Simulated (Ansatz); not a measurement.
# FeO (distorted cell): a check of forces and pressure against finite differences

Program: Ansatz 0.2.0 through its Python package.

The script, `fdcheck_feo.py`:
```python
import ansatz as az
import numpy as np

FUNCTIONAL = "pbe"
DISPERSION = "d3bjatm"
SMEARING = "fermi_dirac"
SIGMA = 0.05
ECUT = 540
MESH = (6, 6, 6)
TOLERANCE = 1e-09

vectors0 = np.array([
    [-0.00311, 2.15523, 2.06445],
    [2.21348, -0.04821, 2.10955],
    [2.21898, 2.20583, -0.05371],
])
sites = [
    ("Fe", (0.00238, 0.99081, 0.00225), 3.5),
    ("O", (0.50027, 0.48626, 0.50666), 0.0),
]


def build(cell):
    crystal = az.Crystal(lattice=az.Lattice.of(cell))
    for symbol, position, moment in sites:
        crystal = crystal.atom(symbol, position, moment=moment or None)
    return crystal

def solve(crystal):
    return (
        crystal.calculation()
        .functional(FUNCTIONAL, dispersion=DISPERSION)
        .occupations(SMEARING, width=SIGMA)
        .spin(az.SpinTreatment.COLLINEAR)
        .hubbard("Fe", "d", u=6.9, j=0.9)
        .basis(ECUT, xc_grid=2)
        .kpoints(*MESH)
        .scf(tolerance=TOLERANCE)
        .forces()
        .stress()
        .run(threads=1)
    ).report


centre = solve(build(vectors0))
start = build(vectors0)
print(f"force on atom 1 along z: analytic {centre['forces_ev_ang'][1][2]:.4f} eV/A")
for h in (0.004, 0.016):
    shift = np.eye(3)[2] * h @ np.linalg.inv(vectors0)
    plus, minus = (solve(start.move(1, to=np.array(sites[1][1]) + sign * shift))["lagrangian_ev"] for sign in (1, -1))
    print(f"  step {h} A: numerical {-(plus - minus) / (2 * h):.4f} eV/A")
volume = abs(np.linalg.det(vectors0))
larger, smaller = (solve(build(vectors0 * (1 + sign * 0.005) ** (1 / 3)))["lagrangian_ev"] for sign in (1, -1))
numerical = -(larger - smaller) / (0.01 * volume) * 160.21766
print(f"pressure: analytic {np.trace(centre['stress_gpa']) / 3:.3f}, numerical {numerical:.3f} GPa")
```

Running `python fdcheck_feo.py` prints:
```text
DeckWarning: output.stress: scf.convergence.dr2_threshold = 1e-9 eV is looser than the 2e-10 eV advised for a printed stress (1e-10 eV for each atom of the cell: 2). What an SCF threshold leaves in a [...]
RunWarning: dispersion: an atom stands within reach of a switch of its C6 between two reference coordination numbers of its element: through that C6 alone, e_disp changes by 0.025 eV or more while [...]
force on atom 1 along z: analytic 0.0912 eV/A
  step 0.004 A: numerical 0.0912 eV/A
  step 0.016 A: numerical 0.0913 eV/A
pressure: analytic 7.189, numerical 7.208 GPa
```
(Warnings from the package without file and line, shortened, repeats left out.)

Other magnetic orders than the one started from may lie lower. With one magnetic atom the cell can hold only ferromagnetic order. Of the deposited cell: the entry's cell lengths or inner coordinates differ somewhat from later room-temperature determinations. Pressure is positive in compression. The cell is a database structure, distorted on purpose. The central difference errs as the square of the step, so the shorter step is the fairer test; what remains comes from the finite grid and the SCF threshold. Timing: 6.7 min on 1 thread of Arm Neoverse V2, on a shared host, peak memory 0.68 GiB.

(Lines on the test bed's own set-up are left out of the output.)
